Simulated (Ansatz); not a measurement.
# PbO2 (P4_2/mnm) in Ansatz: band structure with HSE06

Aim: the band structure of PbO2 with HSE06.

Program: Ansatz 0.2.0. These are calculated values, not measurements. Logs are shortened: lines on timing, memory, paths and dates and some standing lists are left out, and cuts for length are marked.

**1. The structure**

The structure is tetragonal, space group P4_2/mnm (No. 136). Conventional cell: a = 4.995 Å, b = 4.995 Å, c = 3.409 Å, α = 90.00°, β = 90.00°, γ = 90.00°. Pb (site symmetry mmm) is surrounded by 6 O at 2.17 to 2.18 Å. O (site symmetry m2m) is surrounded by 3 Pb at 2.17 to 2.18 Å.

The cell is a database's computed one.

**2. Band structure, HSE06**

input reads:

```
crystal:
  lattice:
    - [4.99495987, 0.0, 0.0]
    - [0.0, 4.99495987, 0.0]
    - [0.0, 0.0, 3.40900096]
  atoms:
    - { symbol: Pb, position: [0.5, 0.5, 0.5] }
    - { symbol: Pb, position: [0.0, 0.0, 0.0] }
    - { symbol: O, position: [0.69257104, 0.69257104, 0.0] }
    - { symbol: O, position: [0.80742896, 0.19257104, 0.5] }
    - { symbol: O, position: [0.19257104, 0.80742896, 0.5] }
    - { symbol: O, position: [0.30742896, 0.30742896, 0.0] }
hamiltonian:
  xc: hse06
  pseudopotentials: { kind: paw }
kpoints:
  mp_grid: { grid: [4, 4, 6] }
  band_path:
    path:
      - [[0.0, 0.0, 0.0], [0.0, 0.5, 0.0], [0.5, 0.5, 0.0], [0.0, 0.0, 0.0], [0.0, 0.0, 0.5], [0.0, 0.5, 0.5], [0.5, 0.5, 0.5], [0.0, 0.0, 0.5]]
      - [[0.0, 0.5, 0.0], [0.0, 0.5, 0.5]]
      - [[0.5, 0.5, 0.0], [0.5, 0.5, 0.5]]
    npoints: 4
scf:
  occupations: { method: fermi_dirac, width: 0.05 }
  n_extra_bands: 15
output:
  forces: true
  stress: true
  eigenvalues: true
  fatbands: false
```

Potentials or basis: Ansatz PAW.

The log of the run:

```text
Warning: output.stress: scf.convergence.dr2_threshold = 1e-7 eV (the SCF's general default) is looser than the 6e-10 eV advised for a printed stress (1e-10 eV for each atom of the cell: 6). What an SCF threshold leaves in a stress goes as its square root, and in the free energy as the threshold itself, and one threshold admits the most on a small cell: of the crystals measured, under no hybrid functional and no lock of the moments, on runs that ended without the residual-converged pass, on stresses that held no estimate of that error, the worst erred by over 100 MPa in a component at 1e-7 eV an atom and by under 5 at 1e-10. Set scf.convergence.dr2_threshold to 6e-10 eV or tighter. The threshold is an SCF's pass mark: one that does not reach it within its budget of iterations ends unconverged, or closes short of it on a stop that the run arms, and scf.convergence.dr2_threshold's page says what that costs each kind of run
Warning: output.stress: scf.exx.energy_threshold = 1e-6 eV is looser than the 6e-8 eV advised for a stress under a hybrid functional (1e-8 eV for each atom of the cell: 6). Every SCF of the exchange loop can meet its threshold on dr2 while the loop round them stops early: no threshold on dr2 bounds what that leaves in the stress. Set scf.exx.energy_threshold to 6e-8 eV or tighter. The threshold is the loop's pass mark: a loop that does not reach it within its budget of cycles ends unconverged, and scf.exx.energy_threshold's page has the law
scf.n_extra_bands = 15 over 26 filled bands (N_el = 52.0): the run solves 41 bands
GPUs: using 1 of 1 available (devices: 1).
Engine: ansatz 0.2.0, x86_64-unknown-linux-gnu
Pseudopotentials: kind: paw
Pseudopotential: Pb, paw, valence charge 14, recommended cutoff 420 eV (normal), Pb.paw.azcp
Pseudopotential: O, paw, valence charge 6, recommended cutoff 420 eV (normal), O.paw.azcp
Functional definition: HSE06
  parameter a = 0.25
  parameter omega = 0.11/bohr
  exchange = pbe_x - a*pbe_x_sr(omega) + a*exact_x_sr(omega)
  correlation = pbe_c
device memory: the entry about to start is reckoned to put 1.2 GiB on a device that reports 76.3 GiB free (of which the cap on the GPU budget leaves the run 18.0 GiB)
GPU FFT provider: cuFFT
GPU libraries: cuBLAS 13.8.2, cuFFT 12.4.0, cuSOLVER 12.3.4
Crystal: 6 atoms, lattice volume = 85.053 Å³
Basis set: ecut = 420 eV, 1663 PW (Γ), exchange–correlation on 72×72×48 points (8 copies of the dense FFT grid, shifted against one another)
Bands: 41, of which v1, the nominal top of the filled ones, is band 26 counted from 1 (25 counted from 0)
Symmetry: 16 space group operations
Space group: P42/mnm (ITA 136), of the structure as read, at distance tolerance 4.4e-5 Å
k-points: 24 of 96
Non-local potential: Pb, projectors of the file, l = 0: 2, l = 1: 2, l = 2: 2, l = 3: 2
Non-local potential: O, projectors of the file, l = 0: 2, l = 1: 2, l = 2: 1
PAW form: soft (Blöchl's): semilocal exchange-correlation on the pseudo side does not see the compensation charge
PAW frozen core: Pb, regenerated for the run's functional, and the local potential with it (the file was generated under x = pbe(κ = 0.804, μ = 0.2195149727645171), c = pbe(β = 0.06672455060314922))
PAW frozen core: O, regenerated for the run's functional, and the local potential with it (the file was generated under x = pbe(κ = 0.804, μ = 0.2195149727645171), c = pbe(β = 0.06672455060314922))
PAW one-centre angular grid: Pb, 590 points (default); XC on 64 Gauss nodes
PAW one-centre angular grid: O, 110 points (default); XC on 96 Gauss nodes
Initial density: superposition of atomic densities (neutral atoms: chi_scale 0, normalization atom), corrected by the library's trained network
Initial wavefunctions: pseudopotential atomic-orbital guess
GPU buffer pool allocated for 31104 grid points (all kernels)
GPU transforms: local potential and band sums: pruned to the plane-wave sphere, on 36×36×24
Functional: x = pbe(κ = 0.804, μ = 0.2195149727645171), c = pbe(β = 0.06672455060314922), warm-up for x = pbe(κ = 0.804, μ = 0.2195149727645171) + 0.25 (exact − pbe) at short range (hse, ω = 0.20786987370883472 Å⁻¹), c = pbe(β = 0.06672455060314922); HSE06 as pw.x's `hse` composes it (authors' and Libxc's form: `xc: wpbeh`)
SCF iter   1: F=—  HF=-26077.414707 eV  |F-HF|=—  |Δ(HF+E_count)|=         —  Δρ=3.60e-3  dr2=8.33e-3  ethr=1.77e-3  ⟨swp⟩=12.7  Hψ=5149  notcnv=0
preconditioner: auto → none  [insulator: Δε(μ)=0.174 eV  Ē_g=20.489 eV  σ=0.050 eV  W_gap=0.59  n_scr=18 (ndim 8)  ℏωp=29.0 eV  f_vac=0.057  D(μ)=0.24/eV (n_scr^D=0)]
SCF iter   2: F=—  HF=-26077.414837 eV  |F-HF|=—  |Δ(HF+E_count)|=   1.30e-4  Δρ=2.17e-3  dr2=2.28e-3  ethr=1.60e-5  ⟨swp⟩=4.8  Hψ=2837  notcnv=0  defer=1
SCF iter   3: F=—  HF=-26077.414516 eV  |F-HF|=—  |Δ(HF+E_count)|=   3.21e-4  Δρ=8.20e-4  dr2=2.66e-4  ethr=4.38e-6  ⟨swp⟩=3.0  Hψ=1761  notcnv=0
iter 4 solved again at ethr=2.33e-8 eV; its pass at ethr=5.12e-7 eV (dr2=1.21e-5 eV) is discarded
SCF iter   4: F=—  HF=-26077.414729 eV  |F-HF|=—  |Δ(HF+E_count)|=   2.13e-4  Δρ=1.53e-4  dr2=1.26e-5  ethr=2.33e-8  ⟨swp⟩=3.8  Hψ=3648  notcnv=0
SCF iter   5: F=—  HF=-26077.414742 eV  |F-HF|=—  |Δ(HF+E_count)|=   1.35e-5  Δρ=3.13e-5  dr2=4.84e-7  ethr=2.33e-8  ⟨swp⟩=3.0  Hψ=1861  notcnv=0
SCF iter   6: F=—  HF=-26077.414743 eV  |F-HF|=—  |Δ(HF+E_count)|=   1.07e-6  Δρ=4.50e-6  dr2=1.14e-8  ethr=9.31e-10  ⟨swp⟩=3.6  Hψ=2097  notcnv=0
SCF iter   7: F=-26077.414743 eV  HF=-26077.414743 eV  |F-HF|=7.28e-10  |Δ(HF+E_count)|=   1.33e-8  Δρ=1.27e-6  dr2=7.45e-10  ethr=2.19e-11  ⟨swp⟩=4.0  Hψ=2106  notcnv=0
SCF 1 converged in 7 iterations: F = -26077.414743 eV  dr2 = 7.45e-10
device memory: the entry about to start is reckoned to put 1.8 GiB (of the 1.9 GiB reckoned in all, the device holds 0.1 GiB already) on a device that reports 74.7 GiB free (of which the cap on the GPU budget leaves the run 17.9 GiB)
GPU FFT provider: cuFFT
GPU libraries: cuBLAS 13.8.2, cuFFT 12.4.0, cuSOLVER 12.3.4
Initial density: handed on by an earlier stage of this run
Initial wavefunctions: those handed on with the density
GPU buffer pool allocated for 31104 grid points (all kernels)
GPU transforms: local potential and band sums: pruned to the plane-wave sphere, on 36×36×24
Functional: x = pbe(κ = 0.804, μ = 0.2195149727645171) + 0.25 (exact − pbe) at short range (hse, ω = 0.20786987370883472 Å⁻¹), c = pbe(β = 0.06672455060314922); HSE06 as pw.x's `hse` composes it (authors' and Libxc's form: `xc: wpbeh`)
Exchange kernel: α = 0.2500, screened, ω = 0.2079 Å⁻¹, Wigner–Seitz truncation, v(0) = 1045.4405 eV·Å³, q-mesh 4×4×6, nearest image of the exchange supercell L = 19.98 Å, pair-density grid 24×24×18, without the augmentation charges, whose exchange is taken in its separable form by FFT convolution over the k-point mesh (sized by the pseudopotential files, 36×36×24 at the most), smooth part of the exact exchange by density-matrix convolution in up to 3.67 GiB of GPU memory as planned if the GPU has room (build and FFT work areas not counted)
Frozen-core exchange: fock
iter 1 solved again at ethr=1.40e-4 eV; its pass at ethr=1.00e-1 eV (dr2=7.29e-2 eV) is discarded
SCF iter   1: F=—  HF=-26083.243926 eV  |F-HF|=—  |Δ(HF+E_count)|=         —  Δρ=1.17e-2  dr2=7.70e-2  ethr=1.40e-4  ⟨swp⟩=5.2  Hψ=5004  notcnv=0
preconditioner: auto → none  [insulator: Δε(μ)=1.595 eV  Ē_g=22.943 eV  σ=0.050 eV  W_gap=0.82  n_scr=18 (ndim 8)  ℏωp=29.0 eV  f_vac=0.052  D(μ)=0.36/eV (n_scr^D=0)]
SCF iter   2: F=—  HF=-26083.225909 eV  |F-HF|=—  |Δ(HF+E_count)|=   1.80e-2  Δρ=6.63e-3  dr2=2.07e-2  ethr=1.35e-4  ⟨swp⟩=2.0  Hψ=1956  notcnv=0
SCF iter   3: F=—  HF=-26083.223614 eV  |F-HF|=—  |Δ(HF+E_count)|=   2.29e-3  Δρ=2.59e-3  dr2=1.08e-2  ethr=2.63e-5  ⟨swp⟩=3.6  Hψ=2604  notcnv=0
SCF iter   4: F=—  HF=-26083.252429 eV  |F-HF|=—  |Δ(HF+E_count)|=   2.88e-2  Δρ=1.70e-3  dr2=2.44e-3  ethr=1.11e-5  ⟨swp⟩=4.2  Hψ=2768  notcnv=0  defer=1
SCF iter   5: F=—  HF=-26083.251861 eV  |F-HF|=—  |Δ(HF+E_count)|=   5.68e-4  Δρ=1.42e-4  dr2=4.22e-5  ethr=4.01e-6  ⟨swp⟩=2.4  Hψ=1627  notcnv=0
SCF iter   6: F=—  HF=-26083.252395 eV  |F-HF|=—  |Δ(HF+E_count)|=   5.34e-4  Δρ=3.91e-4  dr2=7.50e-5  ethr=9.74e-9  ⟨swp⟩=5.3  Hψ=4152  notcnv=0  defer=1
SCF iter   7: F=-26083.252375 eV  HF=-26083.252375 eV  |F-HF|=5.62e-8  |Δ(HF+E_count)|=   2.01e-5  Δρ=2.41e-5  dr2=5.65e-7  ethr=9.74e-9  ⟨swp⟩=4.4  Hψ=2483  notcnv=0
SCF 2 stopped early in 7 iterations: F = -26083.252375 eV  dr2 = 5.65e-7
  Residual-converged pass: ⟨swp⟩=4.0  Hψ=2280  notcnv=0  max |occ|·‖R‖ = 6.4e-6 eV (tolerance 6.7e-6 eV)  dr2=5.64e-7  dr2_onsite=4.72e-8  max |Δocc| = 1.0e-10
hybrid outer 1: dexx = +3.427e-2 eV, tail = 4.60e-5 eV
GPU FFT provider: cuFFT
GPU libraries: cuBLAS 13.8.2, cuFFT 12.4.0, cuSOLVER 12.3.4
GPU buffer pool allocated for 31104 grid points (all kernels)
GPU transforms: local potential and band sums: pruned to the plane-wave sphere, on 36×36×24
Exchange kernel: α = 0.2500, screened, ω = 0.2079 Å⁻¹, Wigner–Seitz truncation, v(0) = 1045.4405 eV·Å³, q-mesh 4×4×6, nearest image of the exchange supercell L = 19.98 Å, pair-density grid 24×24×18, without the augmentation charges, whose exchange is taken in its separable form by FFT convolution over the k-point mesh (sized by the pseudopotential files, 36×36×24 at the most), smooth part of the exact exchange by density-matrix convolution in up to 3.67 GiB of GPU memory as planned if the GPU has room (build and FFT work areas not counted)
Frozen-core exchange: fock
SCF iter   1: F=—  HF=-26083.252126 eV  |F-HF|=—  |Δ(HF+E_count)|=         —  Δρ=4.28e-5  dr2=9.47e-7  ethr=4.43e-7  ⟨swp⟩=4.8  Hψ=2334  notcnv=0
preconditioner: auto → none  [insulator: Δε(μ)=1.608 eV  Ē_g=22.973 eV  σ=0.050 eV  W_gap=0.82  n_scr=18 (ndim 8)  ℏωp=29.0 eV  f_vac=0.059  D(μ)=0.36/eV (n_scr^D=0)]
SCF iter   2: F=—  HF=-26083.252127 eV  |F-HF|=—  |Δ(HF+E_count)|=   7.25e-7  Δρ=2.33e-5  dr2=2.17e-7  ethr=1.69e-9  ⟨swp⟩=4.7  Hψ=2505  notcnv=0  defer=1
SCF iter   3: F=—  HF=-26083.252127 eV  |F-HF|=—  |Δ(HF+E_count)|=   3.35e-8  Δρ=7.98e-6  dr2=1.79e-8  ethr=3.72e-10  ⟨swp⟩=3.7  Hψ=1729  notcnv=0  defer=9
SCF iter   4: F=—  HF=-26083.252127 eV  |F-HF|=—  |Δ(HF+E_count)|=   5.22e-8  Δρ=2.01e-6  dr2=1.97e-9  ethr=2.87e-11  ⟨swp⟩=5.6  Hψ=3038  notcnv=0  defer=8
SCF iter   5: F=-26083.252127 eV  HF=-26083.252127 eV  |F-HF|=7.28e-12  |Δ(HF+E_count)|=  4.66e-10  Δρ=2.60e-7  dr2=4.66e-11  ethr=3.56e-12  ⟨swp⟩=3.1  Hψ=1792  notcnv=0  defer=1
SCF 3 converged in 5 iterations: F = -26083.252127 eV  dr2 = 4.66e-11
  Residual-converged pass: ⟨swp⟩=4.0  Hψ=2417  notcnv=0  max |occ|·‖R‖ = 2.6e-7 eV (tolerance 2.7e-7 eV)  dr2=5.10e-11  dr2_onsite=5.38e-12  max |Δocc| = 1.0e-12
hybrid outer 2: dexx = +4.961e-7 eV, tail = 1.12e-8 eV, Δε = 3.04e-3 eV (about 5.47e-5 eV left of the loop's levels), ΔF = 7.82e-4 eV/Å (tail 2.04e-4)
device memory: the entry about to start is reckoned to put 0.8 GiB on a device that reports 73.9 GiB free (of which the cap on the GPU budget leaves the run 18.0 GiB)
NSCF: frozen V_eff on 39 k-points, pencils in batches of 32, up to order 184
hybrid SCF converged: 2 outer / 12 inner (+7 warm-up), last move |dexx| = 4.96e-7 eV, tail = 1.12e-8 eV
Stability not checked: this state was not tested for a lower state beside it, because the functional holds exact exchange (a hybrid, or Hartree-Fock), whose exchange loop this test does not read (fock_operator; see scf.lower_state_search)
Free energy (F): -26083.252127 eV
Frozen-core exchange: fock
Harris-Foulkes:  -26083.252127 eV  (|F-HF|=7.28e-12)
Internal energy: -26083.248759 eV  (E = F + TS)
E sigma→0 (E₀):  -26083.250443 eV
Entropy (-TS):   -0.003368 eV (-0.561 meV/atom)
Fermi energy:    6.816760 eV
--- Per-component energies (eV) ---
  E_band       = -182.687493
  E_kinetic    = 1283.274829
  E_local      = -3435.872709  (includes V_loc(G=0)·N_el)
  E_nonlocal   = 900.346313
  E_hartree    = 1328.148890
  E_xc         = -578.183684
  E_vxc        = -499.909672  (∫ρ·V_xc dr)
  E_exx        = -139.924152  (= α·E_x^exact, valence–valence)
  E_paw        = -21487.689355  (= ΣΔE_a)
  E_vpaw       = -806.985412  (= ΣTr[D̂ρ^β])
  E_aug_tail   = 0.009549  (compensation charges beyond the density's cutoff)
  E_ewald      = -3953.913622
  E_core_change = 0.555184  (= ΣΔE_core)
  E_smearing   = -0.003368  (= −TS)
  E_closure    = -0.000002  (closes the sum)
  Σ components = -26083.252127   (vs F -26083.252127, Δ=0.00e0)
--- Forces (eV/Å), atoms counted from 1 ---
  atom   1  Pb     0.00000000     0.00000000     0.00000000
  atom   2  Pb     0.00000000    -0.00000000     0.00000000
  atom   3  O     -0.04511883    -0.04511883     0.00000000
  atom   4  O      0.04511883    -0.04511883     0.00000000
  atom   5  O     -0.04511883     0.04511883     0.00000000
  atom   6  O      0.04511883     0.04511883     0.00000000
  max |Σ_I F_I| component: 1.39e-17 eV/Å
--- Stress (GPa, compression-positive) ---
       -3.045622       0.000000       0.000000
        0.000000      -3.045622       0.000000
        0.000000       0.000000      -4.933969
  P = ⅓ Tr σ = -3.6751 GPa (-36.751 kbar)
--- Band table (eV; the first three rows and the last of 24) ---
  k-point 0: bands = ["-13.0551", "-12.9164", "-11.2800", "-11.2800", "-9.9467", "-9.7132", "-9.7132", "-9.6736", "-9.4794", "-9.3601", "-9.3254", "-9.2888", "-9.2888", "-7.2404", "-1.5220", "3.3547", "3.3765", "3.3765", "4.3699", "5.1058", "5.5586", "6.0765", "6.0765", "6.2985", "6.2985", "6.6271", "6.7234", "12.7205", "14.2260", "14.2260", "18.0801", "18.5076", "19.8140", "19.8140", "20.4078", "20.7116", "22.6820", "24.1170", "27.0177", "27.0177", "27.7959"]
  k-point 1: bands = ["-12.8495", "-12.7678", "-11.7283", "-11.7283", "-9.8903", "-9.5996", "-9.4606", "-9.3685", "-9.3685", "-9.3482", "-9.3274", "-9.0644", "-9.0644", "-7.4709", "-1.6196", "3.0419", "3.3245", "3.6044", "3.6044", "4.4896", "5.3757", "5.3757", "5.4556", "6.1882", "6.1882", "6.4415", "8.5944", "12.9365", "15.2320", "15.2320", "16.8830", "19.7115", "19.7115", "19.7340", "20.1825", "20.4196", "22.5536", "23.0817", "25.1219", "25.1219", "26.9829"]
  k-point 2: bands = ["-12.4325", "-12.4105", "-12.2711", "-12.2711", "-9.6648", "-9.4387", "-9.4209", "-9.4209", "-9.4154", "-9.3388", "-9.3144", "-8.1952", "-8.1952", "-8.1551", "-1.5559", "0.8251", "3.4286", "3.7598", "3.7598", "4.5418", "4.5418", "4.6877", "4.8377", "5.9615", "5.9650", "5.9650", "10.7301", "12.9134", "16.5421", "17.1259", "17.1259", "18.8964", "19.3322", "19.3322", "20.5315", "20.8183", "21.7527", "22.5396", "23.6384", "23.6384", "26.2043"]
  k-point 23: bands = ["-12.5119", "-12.5119", "-12.1740", "-12.1740", "-9.4606", "-9.4606", "-9.3565", "-9.3565", "-9.2920", "-9.2920", "-8.9864", "-8.9864", "-7.8239", "-7.8239", "-1.3195", "-1.3195", "2.6543", "2.6543", "4.9055", "4.9055", "5.0259", "5.0259", "5.9205", "5.9205", "5.9737", "5.9737", "11.0847", "11.0847", "16.7989", "16.7989", "18.5917", "18.5917", "18.6023", "18.6023", "21.7532", "21.7532", "23.6146", "23.6146", "23.9791", "23.9791", "25.4730"]
```

Wall time 79 s (1 × NVIDIA H100 80GB HBM3 with 2 threads of AMD EPYC 7R13 (Zen 3), shared host); peak memory 2.6 GiB.

What came out:

```
Free energy            : -26083.2521 eV
Pressure               : -3.7 GPa
Largest force          : 0.064 eV/Å
Band gap on the k mesh : none (metal or under the smearing width)
```

Forces on the atoms (eV/Å):
```
Pb   0.000  0.000  0.000
Pb   0.000  0.000  0.000
O   -0.045 -0.045  0.000
O    0.045 -0.045  0.000
O   -0.045  0.045  0.000
O    0.045  0.045  0.000
```

Stress tensor (GPa, compression positive):
```
-3.05  0.00  0.00
 0.00 -3.05  0.00
 0.00  0.00 -4.93
```

Levels at the corners of the path, in eV from the Fermi level:
| point | band 22 | band 23 | band 24 | band 25 | band 26 | band 27 | band 28 | band 29 | band 30 | band 31 |
| --- | --- | --- | --- | --- | --- | --- | --- | --- | --- | --- |
| Γ | -0.74 | -0.74 | -0.52 | -0.52 | -0.19 | -0.09 | 5.90 | 7.41 | 7.41 | 11.26 |
| X | -1.49 | -0.54 | -0.54 | -0.53 | -0.53 | 3.75 | 3.75 | 8.05 | 8.05 | 11.66 |
| M | -1.72 | -0.80 | -0.80 | -0.57 | -0.57 | 4.25 | 4.25 | 8.31 | 8.31 | 11.99 |
| Γ | -0.74 | -0.74 | -0.52 | -0.52 | -0.19 | -0.09 | 5.90 | 7.41 | 7.41 | 11.26 |
| Z | -1.95 | -1.45 | -1.45 | -1.11 | -1.11 | 5.33 | 5.33 | 10.64 | 10.64 | 11.57 |
| R | -1.35 | -1.07 | -1.07 | -0.08 | -0.08 | 5.67 | 5.67 | 8.95 | 8.95 | 11.86 |
| A | -1.79 | -0.90 | -0.90 | -0.84 | -0.84 | 4.27 | 4.27 | 9.98 | 9.98 | 11.77 |
| Z | -1.95 | -1.45 | -1.45 | -1.11 | -1.11 | 5.33 | 5.33 | 10.64 | 10.64 | 11.57 |
| X | -1.49 | -0.54 | -0.54 | -0.53 | -0.53 | 3.75 | 3.75 | 8.05 | 8.05 | 11.66 |
| R | -1.35 | -1.07 | -1.07 | -0.08 | -0.08 | 5.67 | 5.67 | 8.95 | 8.95 | 11.86 |
| M | -1.72 | -0.80 | -0.80 | -0.57 | -0.57 | 4.25 | 4.25 | 8.31 | 8.31 | 11.99 |
| A | -1.79 | -0.90 | -0.90 | -0.84 | -0.84 | 4.27 | 4.27 | 9.98 | 9.98 | 11.77 |

Caveat: the pressure holds a Pulay correction of +0.4 GPa for the finite cutoff; spin-orbit coupling is left out, which moves the levels of the heavy elements; the PAW data sets come from PBE, with cores solved anew for the run's functional, which leaves a small shift of forces and pressure; the thresholds are loose for stress.
